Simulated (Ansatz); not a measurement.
## A vibration from a frozen displacement in C

Method: DFT PBE, scalar-relativistic, plane waves, PAW in Ansatz. The runs took a 420 eV cutoff, a Γ-centred 6×6×6 mesh and Gaussian smearing (0.05 eV). No spin polarisation. Energies are free energies at this smearing, counted from the undisturbed cell; pressure is positive in compression.

The undisturbed cell (as given, not relaxed at this level; it stands at 1.8 GPa):

```
C
1.0
     3.56680    0.00000    0.00000
     0.00000   -3.56680    0.00000
     0.00000    0.00000   -3.56680
C
8
Direct
  0.50000 0.00000 0.00000
  0.00000 0.50000 0.00000
  0.00000 0.00000 0.50000
  0.50000 0.50000 0.50000
  0.75000 0.75000 0.75000
  0.25000 0.25000 0.75000
  0.25000 0.75000 0.25000
  0.75000 0.25000 0.25000
```

Atom 1 (C) is moved by x along the Cartesian unit vector (0.000, 0.000, 1.000); the cell and all other atoms stay fixed. The cell's volume is 45.38 Å³; the moved atoms weigh 12.011 u together and the others 84.077 u. Some rows repeat others by symmetry and weren't run.

| x (Å) | ΔE (meV/cell) | total force on the moved atoms along the move (eV/Å) | pressure (GPa) |
| --- | --- | --- | --- |
| -0.3000 | 1913.43 | 12.2187 | 10.7393 |
| -0.2700 | 1562.23 | 11.1835 | 9.1030 |
| -0.2400 | 1243.02 | 10.0878 | 7.6108 |
| -0.2100 | 957.50 | 8.9390 | 6.2721 |
| -0.1800 | 707.14 | 7.7445 | 5.0952 |
| -0.1500 | 493.21 | 6.5114 | 4.0873 |
| -0.1200 | 316.77 | 5.2465 | 3.2544 |
| -0.0900 | 178.67 | 3.9566 | 2.6015 |
| -0.0600 | 79.56 | 2.6480 | 2.1324 |
| 0.0000 | 0.00 | 0.0000 | 1.7555 |
| 0.0600 | 79.56 | -2.6480 | 2.1324 |
| 0.0900 | 178.67 | -3.9566 | 2.6015 |
| 0.1200 | 316.77 | -5.2465 | 3.2544 |
| 0.1500 | 493.21 | -6.5114 | 4.0873 |
| 0.1800 | 707.14 | -7.7445 | 5.0952 |
| 0.2100 | 957.50 | -8.9390 | 6.2721 |
| 0.2400 | 1243.02 | -10.0878 | 7.6108 |
| 0.2700 | 1562.23 | -11.1835 | 9.1030 |
| 0.3000 | 1913.43 | -12.2187 | 10.7393 |

Problem. What frequency belongs to this motion?

Solution. The force constant is k = −dF/dx = 44.133 eV/Å², from the parabola through x = -0.0600, 0 and 0.0600. In every cell the moved atoms swing against the rest, so the mass is μ = m₁m₂/(m₁ + m₂) = 10.510 u, and ν̃ = 521.5 cm⁻¹ × √(|k|/μ) = 1069 cm⁻¹, at this cell's pressure of 1.8 GPa. The pattern needn't be a normal mode: ν̃² is then a weighted mean of the squared nonzero frequencies at the zone centre of this cell, taken without macroscopic field, so it lies between the lowest and the highest of them.

Problem. How far does the harmonic law reach?

Solution. At x = -0.300 Å, kx²/2 = 1986.00 meV against the computed 1913.43 meV (-3.7 %): the well is still close to harmonic there.

Problem. The pressure changes with x². What does that say about the frequency under compression?

Solution. With E = k(V)x²/2, k ∝ V^(−2γ) and x scaling with the cell as V^(1/3), P − P0 = −∂E/∂V = (2γ − 2/3) ΔE/V. At x = 0.0900 Å, V(P − P0) = 45.38 × 0.84601 / 160.2 eV = 239.61 meV and ΔE = 178.67 meV, so γ = 1/3 + V(P − P0)/(2ΔE) = 1.00. This is the Grüneisen parameter of the motion under uniform scaling of the cell: shrinking the cell evenly by 1 % in volume raises the frequency by about 1.00 %.

Cost: 10 runs of about 0.36 core-minutes in all, on Intel Xeon 6975P-C (Granite Rapids) (shared hosts).

The force constant of 44.133 eV/Å² reflects diamond's short, directional sp³ bonds, which resist both stretching and bending; with carbon's small mass, this puts the frequency high. The value of 1069 cm⁻¹ still lies well below diamond's Raman line, as it should: moving one atom of the conventional cell mixes the zone-centre optical mode with zone-boundary modes folded back to Γ, including softer acoustic ones.

The well is even in x because the tetrahedral site has a fourfold rotoinversion axis along the cube edge, so the symmetry says nothing against cubic anharmonicity in other directions. The slight softening at large x probably arises because the sideways part of the motion lengthens the bonds, where their potential is weaker than harmonic. The Grüneisen parameter of 1.00 fits a stiff covalent network, but it is an average over the mixed modes, not the Raman mode's own value. Nor does the quartic softening give the thermal shift of the Raman line, which also needs cubic coupling between phonons and thermal expansion.
